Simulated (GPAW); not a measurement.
Runs of GPAW 26.7.0 on Rh. The structure is cubic, space group Fm-3m (No. 225). Conventional cell: a = 3.796 Å, b = 3.796 Å, c = 3.796 Å, α = 90.00°, β = 90.00°, γ = 90.00°. Rh (site symmetry m-3m) is surrounded by 12 Rh at 2.68 Å. 

```csv
task,level,potentials or basis,spin,cell,k mesh,smearing,optimizer,fmax,max steps,target pressure,convergence,gap on the mesh (eV),pressure (GPa)
relaxation of cell and atoms,RPBE+D3(BJ),"the program's PAW data sets (release 1.2.1) made for this functional, pw",off,relaxed to -2 GPa,12 × 12 × 12,fermi-dirac 0.05 eV,FIRE,0.02 eV/Å,40,-2 GPa,density=1e-05 forces=0.0001,none,-2.2
single point,PBE,"GPAW PAW data sets (gpaw-data 1.2.1), pw",off,as given,12 × 12 × 12,gaussian 0.026 eV,-,-,-,-,-,none,9.2
single point,PBE,"GPAW PAW data sets (gpaw-data 1.2.1), pw",off,as given,12 × 12 × 12,gaussian 0.018 eV,-,-,-,-,-,none,9.2
relaxation of cell and atoms,PBE+D3(BJ),"GPAW PAW data sets (gpaw-data 1.2.1), pw",off,relaxed,12 × 12 × 12,fermi-dirac 0.05 eV,BFGS,0.02 eV/Å,60,-,density=1e-05 forces=0.0001,none,0.0
band structure,r2SCAN,"GPAW PAW data sets (gpaw-data 1.2.1), pw","SOC, no magnetisation",as given,9 × 9 × 9,fermi-dirac 0.05 eV,-,-,-,-,-,-,5.9
relaxation of cell and atoms,PBEsol+D4,"PAW data sets generated in the run's folder for this functional, pw",off,relaxed to -2 GPa,12 × 12 × 12,fermi-dirac 0.05 eV,BFGS,0.05 eV/Å,60,-2 GPa,density=1e-05 forces=0.0001,none,-1.8
band structure,r2SCAN,"GPAW PAW data sets (gpaw-data 1.2.1), pw",off,as given,12 × 12 × 12,fermi-dirac 0.05 eV,-,-,-,-,-,-,(a)
single point,PBE,"GPAW PAW data sets (gpaw-data 1.2.1), pw",off,as given,12 × 12 × 12,gaussian 0.025 eV,-,-,-,-,-,none,9.2
```

Alike in all rows: cutoff (eV) 600.

Q: Fill in the values left out.

A: (a) 5.6.

Caveats: later steps reuse the first step's grids (some runs); pairwise dispersion overbinds metals, which lowers pressure and volume (some runs); the PAW data sets were made with another functional, which shifts forces and pressure a little (some runs); spin-orbit coupling was added after a scalar SCF, so levels and gaps hold it while energy, forces, pressure and moments don't (some runs); this program's spin-orbit splittings come out too wide for heavy elements (some runs).

A k mesh can miss the band edges, and rows without SOC leave out spin-orbit coupling on Rh.

A gap of «none» marks a metal or a gap under the smearing width.
